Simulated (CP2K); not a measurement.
Crystal: AlCu.

```
Cu Al
1.0
     2.99751    0.00000    0.00000
     0.00000    2.99751    0.00000
     0.00000    0.00000    2.99751
Cu Al
1 1
Direct
  0.50000 0.50000 0.50000
  0.00000 0.00000 0.00000
```

The cell comes from a database or a generator and needn't be the stable form of this composition.

Program: CP2K 2026.2. Alike in all runs: task band structure; no spin polarisation; cell as given; k mesh 9 × 9 × 9.

Q: Order these runs on this cell by their pressure, lowest first.
A. level LDA; potentials or basis GTH_POTENTIALS Cu GTH-PADE-q11, Al GTH-PADE-q3; TZVP-MOLOPT-PBE-GTH basis; smearing fermi-dirac 0.05 eV; NGRIDS 4; points a segment of the path (NPOINTS) 6; bands added on the path 4; CUTOFF of the grids 450 Ry
B. level PBEsol; potentials or basis POTENTIAL_UZH Cu GTH-PBE-q11, Al GTH-PBE-q3; TZVP-MOLOPT-PBE-GTH basis; smearing fermi-dirac 0.01 eV; NGRIDS 4; points a segment of the path (NPOINTS) 8; bands added on the path 2; CUTOFF of the grids 450 Ry
C. level r2SCAN; potentials or basis POTENTIAL_UZH Cu GTH-SCAN-q11, Al GTH-SCAN-q3; TZVP-MOLOPT-SCAN-GTH basis; smearing fermi-dirac 0.1 eV; NGRIDS 5; points a segment of the path (NPOINTS) 10; bands added on the path 2; CUTOFF of the grids 675 Ry

A: A (-7.7 GPa), C (-5.4 GPa), B (-2.9 GPa).

Caveats: the basis of atomic orbitals isn't converged, which shifts pressures, moduli and gaps; the potentials were made for another functional, which shifts forces and pressure (some runs).

Runs at the PBE level aren't shown here.
